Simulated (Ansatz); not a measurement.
## A strain series on LiH (rocksalt): uniaxial along x, other directions held

Rocksalt LiH, relaxed with r2SCAN in Ansatz, then strained (uniaxial along x, other directions held; changes of length per length, axes as in the cell below) with the atoms relaxed again within the symmetry that is left. Space group Fm-3m (No. 225), cubic; a = 4.006 Å in the conventional setting, 8.04 Å³ an atom. Li is surrounded by 6 H at 2.00 Å; H is surrounded by 6 Li at 2.00 Å. The values are computed, spin-unpolarised, and not measurements.

```yaml
crystal:
  lattice:
    - [0.00000, 2.00299, 2.00299]
    - [2.00299, 0.00000, 2.00299]
    - [2.00299, 2.00299, 0.00000]
  atoms:
    - { symbol: Li, position: [0.00000, 0.00000, 0.00000] }
    - { symbol: H, position: [0.50000, 0.50000, 0.50000] }
```

Gaps are the least over each mesh (PBE 10×10×10, r2SCAN 10×10×10, HSE06 8×8×8 when unstrained) and the special points, which keep their unstrained names; stress is the change from the unstrained cell, compression positive.

```csv
strain (%),"gap, PBE (eV)","gap, r2SCAN (eV)","gap, HSE06 (eV)","edges, HSE06","stress along the strain, r2SCAN (GPa)","energy rise, r2SCAN (meV/atom)"
-1.5,2.827,3.471,3.806,X → X,+1.34,0.5
-1.33,2.845,3.489,3.824,X → X,+1.18,0.4
0.0,2.984,3.630,3.971,X,0.00,0.0
```

Task: Estimate the row for a strain of +4.11 %.

Result:
```csv
strain (%),"gap, PBE (eV)","gap, r2SCAN (eV)","gap, HSE06 (eV)","edges, HSE06","stress along the strain, r2SCAN (GPa)","energy rise, r2SCAN (meV/atom)"
+4.11,2.573,3.200,3.530,X → X,-2.84,3.1
```

With HSE06 the edges change from X → X (indirect) to X (direct) between -1.33 and 0.0 %. With HSE06 the edges change from X (direct) to X → X (indirect) between 0.0 and +4.11 %. With r2SCAN the edges change from X → X (indirect) to X (direct) between -1.33 and 0.0 %. With r2SCAN the edges change from X (direct) to X → X (indirect) between 0.0 and +4.11 %. With PBE the edges change from X → X (indirect) to X (direct) between -1.33 and 0.0 %. With PBE the edges change from X (direct) to X → X (indirect) between 0.0 and +4.11 %.

The meshes of the hybrids are coarse, so their gaps aren't converged to the digits shown.
